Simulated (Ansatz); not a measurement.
TiO2:

```
CELL_PARAMETERS angstrom
-2.97316 3.28737 3.28740
2.97316 -3.28737 3.28740
2.97316 3.28737 -3.28740
ATOMIC_POSITIONS crystal
Ti 0.00000 0.50000 0.00000
Ti 0.00000 0.00000 0.50000
Ti 0.49524 0.24524 0.25000
Ti 0.50475 0.75475 0.75000
O 0.69508 0.69523 0.50015
O 0.69508 0.19493 0.99985
O 0.80452 0.74962 0.05490
O 0.19472 0.74962 0.44510
O 0.80528 0.25038 0.55490
O 0.30492 0.80507 0.00015
O 0.19548 0.25038 0.94510
O 0.30492 0.30477 0.49985
```

The cell is a database's computed one.

| Quantity | Value |
| --- | --- |
| Program | Ansatz 0.2.0 |
| Task | relaxation of cell and atoms |
| Functional | PBEsol |
| Potentials or basis | Ansatz PAW |
| Cutoff | 420 eV (not typed: the program's choice for these potentials) |
| k mesh | 6 × 6 × 6 |
| Occupations | fermi-dirac, width 0.05 eV |
| Spin | no spin polarisation |
| Hubbard terms | Ti d U = 6 eV |

At the start: volume 10.71 Å³/atom.

**Question.** How do energy, volume and symmetry change on relaxing?

**Answer.** It ends after 8 steps and the volume is 10.55 Å³/atom (-1.5 %); space group P4_2/mnm (No. 136, to 0.05 Å).

The path:
```
step  energy change (eV)  largest force (eV/Å)  volume (Å³)
   1              0.0000                0.1677       128.52
   2             -0.0470                0.1871       127.22
   3             -0.0564                0.1400       126.81
   4             -0.0614                0.0055       126.73
   5             -0.0615                0.0003       126.72
   6             -0.0541                0.0004       126.72
   7             -0.0545                0.0003       126.65
   8             -0.0541                0.0003       126.65
```

Final structure:
```yaml
crystal:
  lattice:
    - [-3.00384, 3.24666, 3.24665]
    - [3.00384, -3.24666, 3.24665]
    - [3.00384, 3.24666, -3.24665]
  atoms:
    - { symbol: Ti, position: [0.00000, 0.50000, 0.00000] }
    - { symbol: Ti, position: [0.00000, 0.00000, 0.50000] }
    - { symbol: Ti, position: [0.50000, 0.25000, 0.25000] }
    - { symbol: Ti, position: [0.50000, 0.75000, 0.75000] }
    - { symbol: O, position: [0.69452, 0.69452, 0.50000] }
    - { symbol: O, position: [0.69452, 0.19453, 0.00000] }
    - { symbol: O, position: [0.80548, 0.75000, 0.05548] }
    - { symbol: O, position: [0.19453, 0.75000, 0.44452] }
    - { symbol: O, position: [0.80547, 0.25000, 0.55548] }
    - { symbol: O, position: [0.30548, 0.80547, 0.00000] }
    - { symbol: O, position: [0.19452, 0.25000, 0.94452] }
    - { symbol: O, position: [0.30548, 0.30548, 0.50000] }
```

Caveat: the plane-wave basis is chosen anew once the cell has moved, so the energies of steps on either side of that aren't comparable; the pressure holds a Pulay correction of +0.8 GPa for the finite cutoff; the PAW data sets come from PBE, with cores solved anew for the run's functional, which leaves a small shift of forces and pressure.
